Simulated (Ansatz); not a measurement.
A 12-atom cell of HfSiO4 built on polar orthorhombic HfO2 (relaxed group P2_1): a relaxation of cell and atoms in Ansatz (PBE). It starts from a guessed cell.

Input (YAML):
```yaml
crystal:
  lattice:
    - [4.56798431, 0.0, 0.0]
    - [0.0, 4.5934689, 0.0]
    - [0.0, 0.0, 4.76394656]
  atoms:
    - { symbol: Hf, position: [0.26747918, 0.24144035, 0.033006] }
    - { symbol: Si, position: [0.26747918, 0.74144035, 0.466994] }
    - { symbol: Si, position: [0.73252082, 0.24144035, 0.533006] }
    - { symbol: Hf, position: [0.73252082, 0.74144035, 0.966994] }
    - { symbol: O, position: [0.0713546, 0.37926726, 0.36787255] }
    - { symbol: O, position: [0.0713546, 0.87926726, 0.13212745] }
    - { symbol: O, position: [0.46011695, 0.49229239, 0.73394852] }
    - { symbol: O, position: [0.46011695, 0.99229239, 0.76605148] }
    - { symbol: O, position: [0.53988305, 0.99229239, 0.26605148] }
    - { symbol: O, position: [0.53988305, 0.49229239, 0.23394852] }
    - { symbol: O, position: [0.9286454, 0.37926726, 0.86787255] }
    - { symbol: O, position: [0.9286454, 0.87926726, 0.63212745] }
kpoints:
  mp_grid: { grid: [6, 6, 6] }
hamiltonian:
  xc: pbe
scf:
  occupations: { method: fermi_dirac, width: 0.02 }
relax:
  f_tol: 0.005
  cell: {}
```

**Question.** It ran on 1 × NVIDIA H100 80GB HBM3 with 2 threads of AMD EPYC 7R13 Processor (Zen 3) (shared host), load about 0.7 per core. About how long did it take, and how much host memory at the peak?

**Answer.** About 62 s, with a peak of 1.3 GiB.

What the program printed (shortened):
```
Functional definition: PBE
Crystal: 12 atoms, lattice volume = 99.961 Å³
Basis set: ecut = 420 eV, 1959 PW (Γ)
Bands: 66, of which v1, the nominal top of the filled ones, is band 54 counted from 1 (53 counted from 0)
Symmetry: 2 space group operations
Space group: P21 (ITA 4)
k-points: 80 of 216 (time reversal used)
relax step 1: F+E_penalty+E_count = -37259.79425710 eV  max|allowed force component| = 5.672e0 eV/Å  Δτ_max = 0.0000 Å  P = +63.347 GPa  Ω = 99.961 Å³
relax step 2: F+E_penalty+E_count = -37265.08551513 eV  max|allowed force component| = 1.439e0 eV/Å  Δτ_max = 0.1304 Å  P = +3.294 GPa  Ω = 112.581 Å³
relax step 3: F+E_penalty+E_count = -37265.73337102 eV  max|allowed force component| = 9.991e-1 eV/Å  Δτ_max = 0.1280 Å  P = -2.243 GPa  Ω = 113.826 Å³
relax step 4: F+E_penalty+E_count = -37266.25199272 eV  max|allowed force component| = 1.432e0 eV/Å  Δτ_max = 0.1944 Å  P = +1.862 GPa  Ω = 113.999 Å³
relax step 5: F+E_penalty+E_count = -37267.19894408 eV  max|allowed force component| = 4.469e-1 eV/Å  Δτ_max = 0.2000 Å  P = -0.660 GPa  Ω = 117.350 Å³
relax step 6: F+E_penalty+E_count = -37267.42777530 eV  max|allowed force component| = 6.039e-1 eV/Å  Δτ_max = 0.2000 Å  P = +0.269 GPa  Ω = 118.904 Å³
relax step 7: F+E_penalty+E_count = -37267.52912233 eV  max|allowed force component| = 1.544e0 eV/Å  Δτ_max = 0.1623 Å  P = -1.004 GPa  Ω = 121.558 Å³
[…]
relax step 24: F+E_penalty+E_count = -37268.34751923 eV  max|allowed force component| = 8.649e-4 eV/Å  Δτ_max = 0.0006 Å  P = -0.003 GPa  Ω = 127.709 Å³
relax step 25: F+E_penalty+E_count = -37268.37434551 eV  max|allowed force component| = 1.934e-3 eV/Å  Δτ_max = 0.0000 Å  P = +0.098 GPa  Ω = 127.709 Å³  (SCF on a basis re-selected at this cell)
relax step 26: F+E_penalty+E_count = -37268.37297704 eV  max|allowed force component| = 1.379e-2 eV/Å  Δτ_max = 0.0031 Å  P = -0.263 GPa  Ω = 127.992 Å³
relax step 27: F+E_penalty+E_count = -37268.37407996 eV  max|allowed force component| = 4.826e-3 eV/Å  Δτ_max = 0.0014 Å  P = +0.027 GPa  Ω = 127.800 Å³
relax step 28: F+E_penalty+E_count = -37268.37404060 eV  max|allowed force component| = 3.912e-3 eV/Å  Δτ_max = 0.0007 Å  P = +0.002 GPa  Ω = 127.811 Å³
relax step 29: F+E_penalty+E_count = -37268.37462904 eV  max|allowed force component| = 3.935e-3 eV/Å  Δτ_max = 0.0000 Å  P = +0.004 GPa  Ω = 127.811 Å³  (SCF on a basis re-selected at this cell)
Free energy (F): -37268.374629 eV
Fermi energy:    12.742179 eV
--- Forces (eV/Å), atoms counted from 1 ---
  atom   1  Hf    -0.00106      0.00031      0.00076
  atom   2  Si    -0.00393    -0.00064      0.00353
  atom   3  Si      0.00393    -0.00064    -0.00353
  atom   4  Hf      0.00106      0.00031    -0.00076
  atom   5  O     -0.00178    -0.00097      0.00273
  atom   6  O       0.00066    -0.00001      0.00083
  atom   7  O       0.00028      0.00057    -0.00055
  atom   8  O       0.00038      0.00074    -0.00116
  atom   9  O     -0.00028      0.00057      0.00055
  atom  10  O     -0.00038      0.00074      0.00116
  atom  11  O     -0.00066    -0.00001    -0.00083
  atom  12  O       0.00178    -0.00097    -0.00273
--- Stress (GPa, compression-positive) ---
       -0.019777       0.000000       0.007479
        0.000000       0.017708       0.000000
        0.007477       0.000000       0.013670
  P = ⅓ Tr σ = 0.0039 GPa (0.039 kbar)
--- Relaxed structure (26 steps of the walk, 25 accepted, 3 SCFs on fresh bases) ---
  F+E_penalty+E_count = -37268.37462904 eV   max|allowed force component| = 3.935e-3 eV/Å
  cell:  # Å, volume = 127.8112 Å³
    - [4.644768, 0.000000, 0.106599]
    - [0.000000, 5.150817, 0.000000]
    - [0.111172, 0.000000, 5.344856]
  atoms:
    - { symbol: Hf, position: [0.222183, 0.222873, 0.091665] }
    - { symbol: Si, position: [0.305269, 0.745524, 0.412876] }
    - { symbol: Si, position: [0.694731, 0.245524, 0.587124] }
    - { symbol: Hf, position: [0.777817, 0.722873, 0.908335] }
    - { symbol: O, position: [-0.047214, 0.318342, 0.375487] }
    - { symbol: O, position: [0.064253, 0.850134, 0.157183] }
    - { symbol: O, position: [0.501144, 0.533061, 0.624504] }
    - { symbol: O, position: [0.540079, 1.056066, 0.828907] }
    - { symbol: O, position: [0.498856, 1.033061, 0.375496] }
    - { symbol: O, position: [0.459921, 0.556066, 0.171093] }
    - { symbol: O, position: [0.935747, 0.350134, 0.842817] }
    - { symbol: O, position: [1.047214, 0.818342, 0.624513] }
```

In 26 steps the volume changed by +27.9 %; between the first SCF and the last, each on a basis chosen for its cell, the energy fell by 715 meV an atom. At the end: it is monoclinic, P2_1 (No. 4); conventional cell a = 4.646 Å, b = 5.151 Å, c = 5.346 Å, β = 92.5°, 10.65 Å³ an atom. Around Hf lie 6 O at 1.99–2.25 Å; around Si lie 5 O at 1.66–1.88 Å; around O lie 1 Si at 1.66 Å and 1 Hf at 1.99 Å; around O lie 1 Si at 1.88 Å and 2 Hf at 2.03–2.08 Å; around O lie 2 Si at 1.74–1.84 Å and 1 Hf at 2.25 Å; around O lie 1 Si at 1.75 Å and 2 Hf at 2.09–2.17 Å.

Spin-unpolarised throughout. Whether this structure exists isn't addressed.
